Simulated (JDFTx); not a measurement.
The system is Ga.

```
CELL_PARAMETERS angstrom
-1.38440 1.38440 2.31122
1.38440 -1.38440 2.31122
1.38440 1.38440 -2.31122
ATOMIC_POSITIONS crystal
Ga 0.00000 0.00000 0.00000
```

This isn't the form of Ga at room conditions, which is orthorhombic.

```yaml
Program: JDFTx 1.7.0 (patched build)
Task: single point
Functional: PBE
Potentials_or_basis: PseudoDojo-SR-PBE-0.5-standard
Cutoff: 1088 eV
Density_cutoff: 4354 eV
k_mesh: 13 × 13 × 13
Occupations: fermi-dirac, width 0.05 eV
Spin: no spin polarisation
```

On this cell: pressure 3.5 GPa; band gap on the k mesh none (metal or under the smearing width).

The same run follows on a disturbed copy (cell strained at random at fixed volume):

```
Ga
1.0
    -1.34574    1.36748    2.27974
     1.38532   -1.38141    2.31180
     1.38426    1.41993   -2.28809
Ga
1
Direct
  0.00017 0.01188 0.01187
```

Task: What changes?

Result: The energy (extrapolated to zero smearing) moves by +0.2 meV/atom; pressure 3.7 GPa; band gap on the k mesh none (metal or under the smearing width).

Stress tensor (GPa, compression positive):
```
 4.01  0.15 -0.03
 0.15  3.83 -0.13
-0.03 -0.13  3.20
```

Caveats: the empty levels aren't tightly converged (some runs).
